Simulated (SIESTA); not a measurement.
Sn:

```
Sn
1.0
     3.31562    0.00000    0.00000
    -1.65191    2.87481    0.00000
    -0.83186   -1.43741    2.86971
Sn
1
Direct
  0.00000 0.00000 0.00000
```

This isn't the form of Sn at room conditions, which is tetragonal (white tin).

| Item | Value |
| --- | --- |
| Program | SIESTA 5.4.2 |
| Task | relaxation of cell and atoms |
| Functional | PBE |
| Potentials or basis | PseudoDojo 0.4 stringent (PBE files) |
| Basis | DZP (energy shift 0.003 Ry; two zetas on semicore shells) |
| Grid cutoff | 500 Ry |
| Energy shift | 0.003 Ry |
| k mesh | 10 × 10 × 10 |
| Occupations | fermi-dirac, width 0.05 eV |
| Spin | no spin polarisation |

At the start: pressure -4.8 GPa; volume 27.35 Å³/atom.

Task: Where does the relaxation end?

Result: Over 9 steps the energy falls by 37.5 meV/atom and the volume is 24.90 Å³/atom (-9.0 %); space group I4/mmm (No. 139, to 0.05 Å).

The path:
| step | energy change (eV) | largest force (eV/Å) | pressure (GPa) | volume (Å³) |
| --- | --- | --- | --- | --- |
| 1 | 0.0000 | 0.0000 | -4.83 | 27.35 |
| 2 | -0.0237 | 0.0000 | -3.16 | 26.42 |
| 3 | -0.0369 | 0.0000 | 0.29 | 24.97 |
| 4 | -0.0371 | 0.0000 | -0.04 | 25.09 |
| 5 | -0.0361 | 0.0000 | -0.50 | 24.87 |
| 6 | -0.0374 | 0.0000 | -0.24 | 24.99 |
| 7 | -0.0364 | 0.0000 | 1.20 | 24.37 |
| 8 | -0.0374 | 0.0000 | -0.07 | 24.91 |
| 9 | -0.0375 | 0.0000 | 0.02 | 24.90 |

Final structure:
```
Sn
1.0
     3.20935    0.02425    0.00046
    -1.57793    2.79476    0.00046
    -0.81531   -1.40881    2.76432
Sn
1
Direct
  0.00000 0.00000 0.00000
```

Caveat: short orbitals over semicore shells can move pressures by several GPa; the basis of atomic orbitals isn't converged, which shifts pressures, moduli and gaps.
